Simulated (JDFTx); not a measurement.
Runs of JDFTx 1.7.0 (patched build) on CuO. The typed cell holds 2 atoms: a = 2.993 Å, b = 2.993 Å, c = 2.993 Å, α = 60.00°, β = 60.00°, γ = 60.00°. The cell comes from a database or a generator and needn't be the stable form of this composition.

| level | U | gap on the mesh (eV) | pressure (GPa) | largest force (eV/Å) |
| --- | --- | --- | --- | --- |
| PBE+U | Cu d U = 8 eV | none | (c) | 1.23 |
| PBE+U | Cu d U = 4 eV | none | 19.3 | 1.04 |
| PBE+U | Cu d U = 6 eV | none | 20.2 | (a) |
| PBE | - | none | 18.4 | 0.88 |
| PBE+U | Cu d U = 3 eV | none | 18.9 | (b) |

Alike in all rows: task single point; potentials or basis PseudoDojo-SR-PBE-0.5-standard with smoothed tails; no spin polarisation; cell as given; k mesh 6 × 6 × 6; cutoff (eV) 1252; smearing fermi-dirac 0.05 eV; the mesh is coarse, so values aren't converged.

Fill in the values left out.

(a) 1.13; (b) 1.00; (c) 21.3.

Caveats: all runs use coarse meshes; an odd number of electrons without spin polarisation forces a metal; a magnetic or distorted state may lie lower; the run has no spin polarisation, though such a crystal can be magnetic; U without spin polarisation on a metal has little footing (some runs); semilocal functionals often make such compounds metallic where correlation or magnetic order opens a gap, which also shifts bond lengths (some runs).

A gap of «none» marks a metal or a gap under the smearing width.
